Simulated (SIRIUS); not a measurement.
Here is a SIRIUS 7.12.0 calculation.

File sirius.json:

```json
{
  "control": {
    "processing_unit": "cpu",
    "std_evp_solver_name": "lapack",
    "gen_evp_solver_name": "lapack",
    "verbosity": 2,
    "print_forces": true,
    "ortho_rf": true,
    "use_second_variation": true,
    "rmt_max": 3.0,
    "num_bands_to_print": 18,
    "save_wf": true
  },
  "parameters": {
    "electronic_structure_method": "full_potential_lapwlo",
    "xc_functionals": ["XC_GGA_X_PBE", "XC_GGA_C_PBE"],
    "core_relativity": "dirac",
    "valence_relativity": "iora",
    "num_fv_states": 18,
    "smearing": "fermi_dirac",
    "smearing_width": 0.0018374661,
    "pw_cutoff": 20,
    "gk_cutoff": 3.71,
    "lmax_apw": 10,
    "lmax_rho": 8,
    "lmax_pot": 8,
    "num_mag_dims": 0,
    "auto_rmt": 0,
    "ngridk": [13, 13, 13],
    "shiftk": [0, 0, 0],
    "num_dft_iter": 80,
    "energy_tol": 1e-07,
    "density_tol": 1e-05,
    "use_symmetry": true
  },
  "settings": {"tol_ne": 1e-10},
  "iterative_solver": {"type": "exact"},
  "mixer": {"type": "anderson", "beta": 0.5, "max_history": 8},
  "unit_cell": {
    "lattice_vectors": [[0.0, 3.4156799703, 3.4156799703], [3.4156799703, 0.0, 3.4156799703], [3.4156799703, 3.4156799703, 0.0]],
    "atom_types": ["Cu"],
    "atom_files": {"Cu": "Cu.json"},
    "atoms": {"Cu": [[0.0, 0.0, 0.0]]}
  }
}
```

Cu.json

```json
{
  "name": "copper",
  "symbol": "Cu",
  "number": 29,
  "mass": 63.546,
  "rmin": 1e-06,
  "rmt": 2.37,
  "nrmt": 800,
  "rinf": 15.61,
  "core": "1s2s2p",
  "valence": [
    {"basis": [{"enu": 0.01, "dme": 0, "n": 0, "auto": 0}, {"enu": 0.01, "dme": 1, "n": 0, "auto": 0}]},
    {"l": 0, "n": 1, "basis": [{"enu": 0.11, "dme": 0, "n": 0, "auto": 0}]},
    {"l": 1, "n": 2, "basis": [{"enu": 0.11, "dme": 0, "n": 0, "auto": 0}]},
    {"l": 2, "n": 3, "basis": [{"enu": 0.11, "dme": 0, "n": 0, "auto": 0}]},
    {"l": 3, "n": 4, "basis": [{"enu": 0.11, "dme": 0, "n": 0, "auto": 0}]}
  ],
  "lo": [
    {"l": 0, "basis": [{"enu": 0.11, "dme": 0, "n": 0, "auto": 0}, {"enu": 0.11, "dme": 1, "n": 0, "auto": 0}]},
    {
      "l": 0,
      "basis": [{"enu": -3.8959, "dme": 0, "n": 3, "auto": 1}, {"enu": -3.8959, "dme": 1, "n": 3, "auto": 1}]
    },
    {
      "l": 0,
      "basis": [{"enu": -3.8959, "dme": 1, "n": 3, "auto": 1}, {"enu": 0.11, "dme": 0, "n": 0, "auto": 0}]
    },
    {"l": 0, "basis": [{"enu": 0.11, "dme": 0, "n": 0, "auto": 0}, {"enu": 2.9585, "dme": 0, "n": 0, "auto": 0}]},
    {"l": 1, "basis": [{"enu": 0.11, "dme": 0, "n": 0, "auto": 0}, {"enu": 0.11, "dme": 1, "n": 0, "auto": 0}]},
    {
      "l": 1,
      "basis": [{"enu": -2.3553, "dme": 0, "n": 3, "auto": 1}, {"enu": -2.3553, "dme": 1, "n": 3, "auto": 1}]
    },
    {
      "l": 1,
      "basis": [{"enu": -2.3553, "dme": 1, "n": 3, "auto": 1}, {"enu": 0.11, "dme": 0, "n": 0, "auto": 0}]
    },
    {"l": 1, "basis": [{"enu": 0.11, "dme": 0, "n": 0, "auto": 0}, {"enu": 3.3858, "dme": 0, "n": 0, "auto": 0}]},
    {"l": 2, "basis": [{"enu": 0.11, "dme": 0, "n": 0, "auto": 0}, {"enu": 0.11, "dme": 1, "n": 0, "auto": 0}]},
    {"l": 2, "basis": [{"enu": 0.11, "dme": 1, "n": 0, "auto": 0}, {"enu": 0.11, "dme": 2, "n": 0, "auto": 0}]},
    {"l": 2, "basis": [{"enu": 0.11, "dme": 0, "n": 0, "auto": 0}, {"enu": 2.8873, "dme": 0, "n": 0, "auto": 0}]},
    {"l": 3, "basis": [{"enu": 0.11, "dme": 0, "n": 0, "auto": 0}, {"enu": 0.11, "dme": 1, "n": 0, "auto": 0}]},
    {"l": 3, "basis": [{"enu": 0.11, "dme": 0, "n": 0, "auto": 0}, {"enu": 3.2078, "dme": 0, "n": 0, "auto": 0}]}
  ],
  "free_atom": [... radial grid and density of the free atom, the start of the SCF ...]
}
```

sirius_start.json

```json
{
  "control": {
    "processing_unit": "cpu",
    "std_evp_solver_name": "lapack",
    "gen_evp_solver_name": "lapack",
    "verbosity": 1,
    "print_forces": false,
    "ortho_rf": true,
    "use_second_variation": true,
    "rmt_max": 3.0,
    "num_bands_to_print": 18,
    "save_wf": false
  },
  "parameters": {
    "electronic_structure_method": "full_potential_lapwlo",
    "xc_functionals": ["XC_LDA_X", "XC_LDA_C_PW"],
    "core_relativity": "dirac",
    "valence_relativity": "iora",
    "num_fv_states": 18,
    "smearing": "fermi_dirac",
    "smearing_width": 0.0055123983,
    "pw_cutoff": 20,
    "gk_cutoff": 2.97,
    "lmax_apw": 10,
    "lmax_rho": 8,
    "lmax_pot": 8,
    "num_mag_dims": 0,
    "auto_rmt": 0,
    "ngridk": [5, 5, 5],
    "shiftk": [0, 0, 0],
    "num_dft_iter": 30,
    "energy_tol": 0.01,
    "density_tol": 0.05,
    "use_symmetry": true
  },
  "settings": {"tol_ne": 1e-10},
  "iterative_solver": {"type": "exact"},
  "mixer": {"type": "anderson", "beta": 0.5, "max_history": 8},
  "unit_cell": {
    "lattice_vectors": [[0.0, 3.4156799703, 3.4156799703], [3.4156799703, 0.0, 3.4156799703], [3.4156799703, 3.4156799703, 0.0]],
    "atom_types": ["Cu"],
    "atom_files": {"Cu": "Cu.json"},
    "atoms": {"Cu": [[0.0, 0.0, 0.0]]}
  }
}
```

The input sirius_bands.json:

```json
{
  "control": {
    "processing_unit": "cpu",
    "std_evp_solver_name": "lapack",
    "gen_evp_solver_name": "lapack",
    "verbosity": 2,
    "print_forces": true,
    "ortho_rf": true,
    "use_second_variation": true,
    "rmt_max": 3.0,
    "num_bands_to_print": 18,
    "save_wf": true
  },
  "parameters": {
    "electronic_structure_method": "full_potential_lapwlo",
    "xc_functionals": ["XC_GGA_X_PBE", "XC_GGA_C_PBE"],
    "core_relativity": "dirac",
    "valence_relativity": "iora",
    "num_fv_states": 18,
    "smearing": "fermi_dirac",
    "smearing_width": 0.0018374661,
    "pw_cutoff": 20,
    "gk_cutoff": 3.71,
    "lmax_apw": 10,
    "lmax_rho": 8,
    "lmax_pot": 8,
    "num_mag_dims": 0,
    "auto_rmt": 0,
    "ngridk": [13, 13, 13],
    "shiftk": [0, 0, 0],
    "num_dft_iter": 80,
    "energy_tol": 1e-07,
    "density_tol": 1e-05,
    "use_symmetry": true
  },
  "settings": {"tol_ne": 1e-10},
  "iterative_solver": {"type": "exact"},
  "mixer": {"type": "anderson", "beta": 0.5, "max_history": 8},
  "unit_cell": {
    "lattice_vectors": [[0.0, 3.4156799703, 3.4156799703], [3.4156799703, 0.0, 3.4156799703], [3.4156799703, 3.4156799703, 0.0]],
    "atom_types": ["Cu"],
    "atom_files": {"Cu": "Cu.json"},
    "atoms": {"Cu": [[0.0, 0.0, 0.0]]}
  },
  "kpoints_rel": {
    "G": [0.0, 0.0, 0.0],
    "K": [0.375, 0.375, 0.75],
    "L": [0.5, 0.5, 0.5],
    "U": [0.625, 0.25, 0.625],
    "W": [0.5, 0.25, 0.75],
    "X": [0.5, 0.0, 0.5]
  },
  "kpoints_path": ["G", "X", "W", "K", "G", "L", "U", "W", "L", "K"]
}
```

Potentials or basis: all-electron FP-LAPW, apw+lo standard.

Command:

```console
$ OMP_NUM_THREADS=1 sirius.scf --input=sirius_start.json --output=start.json
$ OMP_NUM_THREADS=1 sirius.scf --input=sirius.json --output=output.json --task=1
$ OMP_NUM_THREADS=1 sirius.scf --input=sirius_bands.json --output=bands_out.json --task=2
```

Task: Predict the band gap along the path.

Result: None (metal or under the smearing width).

Levels at the corners of the path, in eV from the Fermi level:
```
point  band 6  band 7  band 8  band 9  band 10  band 11  band 12  band 13
    Γ   -3.18   -3.18   -3.18   -2.35    -2.35    22.42    25.04    25.04
    X   -4.59   -1.79   -1.63   -1.63     1.27     6.92    12.86    12.86
    W   -3.70   -3.70   -2.39   -1.63     6.00     6.00     8.12     8.57
    K   -4.24   -2.93   -2.22   -1.83     4.13     5.53     7.63    14.94
    Γ   -3.18   -3.18   -3.18   -2.35    -2.35    22.42    25.04    25.04
    L   -3.22   -3.22   -1.77   -1.77    -1.23     3.57    20.91    21.86
    U   -4.24   -2.93   -2.22   -1.83     4.13     5.53     7.63    14.94
    W   -3.70   -3.70   -2.39   -1.63     6.00     6.00     8.12     8.57
    L   -3.22   -3.22   -1.77   -1.77    -1.23     3.57    20.91    21.86
    K   -4.24   -2.93   -2.22   -1.83     4.13     5.53     7.63    14.94
```
